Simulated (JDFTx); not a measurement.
Runs of JDFTx 1.7.0 (patched build) on Ge. The structure is cubic, space group Fd-3m (No. 227). Conventional cell: a = 5.658 Å, b = 5.658 Å, c = 5.658 Å, α = 90.00°, β = 90.00°, γ = 90.00°. Around Ge (site symmetry -43m) lie 4 Ge at 2.45 Å. 

```tsv
potentials or basis	cutoff (eV)	gap on the mesh (eV)	pressure (GPa)	relaxed volume (Å³/atom)
SPMS-PBE-1.0 with smoothed tails	1088	none	0.0	24.41
PseudoDojo-SR-PBE-0.5-standard with smoothed tails	1061	none	0.0	24.29
SG15-PBE-1.2 with smoothed tails	1088	none	0.0	24.45
Ansatz-NC-SR-PBE with smoothed tails	1088	none	0.0	(a)
PseudoDojo-SR-PBE-0.5-stringent with smoothed tails	1687	none	0.0	24.29
```

Alike in all rows: task relaxation of cell and atoms; level PBE; no spin polarisation; cell relaxed; k mesh 4 × 4 × 4; smearing fermi-dirac 0.05 eV; the mesh is coarse, so values aren't converged.

**Question.** Estimate the missing entries.

**Answer.** (a) 24.34.

Caveats: all runs use coarse meshes; the plane waves are those of the starting cell, so after so large a change of volume the result is rough.

A k mesh can miss the band edges, and the runs leave out spin-orbit coupling on Ge.

A gap of «none» marks a metal or a gap under the smearing width.

The runs don't all hold the same shells in valence.
